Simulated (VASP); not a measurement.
Crystal: LiBr.

```xyz
2
Lattice="0.0000 2.7506 2.7506 2.7506 0.0000 2.7506 2.7506 2.7506 0.0000" Properties=species:S:1:pos:R:3 pbc="T T T"
Br    2.7506    2.7506    2.7506
Li    0.0000    0.0000    0.0000
```

Base run:

```yaml
Program: VASP 6.6.1
Functional: PBE
Potentials_or_basis: VASP PAW PBE potentials, release 64 (Br, Li_sv)
Cutoff: 520 eV
k_mesh: 8 × 8 × 8
Occupations: fermi-dirac, width 0.05 eV
Spin: no spin polarisation
```

Its results: band gap on the k mesh 4.95 eV, direct.

Q: The run is repeated on the same cell with these changes: functional from PBE to PBEsol. What comes out?

A: Band gap on the k mesh 4.77 eV, direct.

